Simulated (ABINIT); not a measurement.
Ca:

```
Ca
1.0
     3.48866    0.00000    0.00000
     0.00000    3.48866    0.00000
     0.00000    0.00000    3.48866
Ca
1
Direct
  0.00000 0.00000 0.00000
```

This isn't the form of Ca at room conditions, which is fcc.

| Quantity | Value |
| --- | --- |
| Program | ABINIT 10.8.3 (patched build) |
| Task | single point |
| Functional | PBE |
| Potentials or basis | JTH PAW PBE v2.0 |
| Cutoff | 517 eV |
| k mesh | 8 × 8 × 8 |
| Occupations | fermi-dirac, width 0.05 eV |
| Spin | no spin polarisation |

On this cell: pressure 0.2 GPa; band gap on the k mesh none (metal or under the smearing width).

The same run follows on a disturbed copy (cell strained at random at fixed volume):

```xyz
1
Lattice="3.4390 0.0042 -0.0258 0.0042 3.5313 -0.0625 -0.0258 -0.0625 3.4977" Properties=species:S:1:pos:R:3 pbc="T T T"
Ca    0.0242   -0.0530    0.0415
```

Problem. What changes?

Solution. The energy (extrapolated to zero smearing) moves by +0.7 meV/atom; pressure 0.2 GPa; band gap on the k mesh none (metal or under the smearing width).

Stress tensor (GPa, compression positive):
```
 1.10  0.02 -0.13
 0.02 -0.46 -0.30
-0.13 -0.30  0.06
```
